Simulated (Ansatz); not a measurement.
## One atom moved along a line in SiNi

Method: Ansatz 0.2.0, DFT PBE, scalar-relativistic, plane waves, PAW. Settings: plane waves to 420 eV, k-mesh 8×12×8 (Γ-centred), Gaussian smearing 0.15 eV. No spin polarisation. A magnetic state may lie lower. Energies are free energies at this smearing, counted from the undisturbed cell; pressure is positive in compression.

Zero of the scan (relaxed at this level):

```
Si Ni
1.0
     5.15409    0.00000    0.00000
     0.00000    3.37549    0.00000
     0.00000    0.00000    5.61971
Si Ni
4 4
Direct
  0.32125 0.75000 0.08408
  0.17875 0.25000 0.58408
  0.82125 0.75000 0.41592
  0.67875 0.25000 0.91592
  0.00822 0.25000 0.18849
  0.49178 0.75000 0.68849
  0.50822 0.25000 0.31151
  0.99178 0.75000 0.81151
```

Atom 1 (Si) is moved by x along the Cartesian unit vector (0.707, 0.707, 0.000); the cell and all other atoms stay fixed. The cell is metallic on the mesh throughout.

| x (Å) | ΔE (meV/cell) | force along x on the moved atoms (eV/Å) | pressure (GPa) |
| --- | --- | --- | --- |
| -0.6000 | 2241.7 | 9.58 | 10.6 |
| -0.3600 | 673.3 | 4.12 | 3.8 |
| 0.0000 | 0.0 | -0.01 | 0.0 |
| 0.4800 | 1327.9 | -6.38 | 5.3 |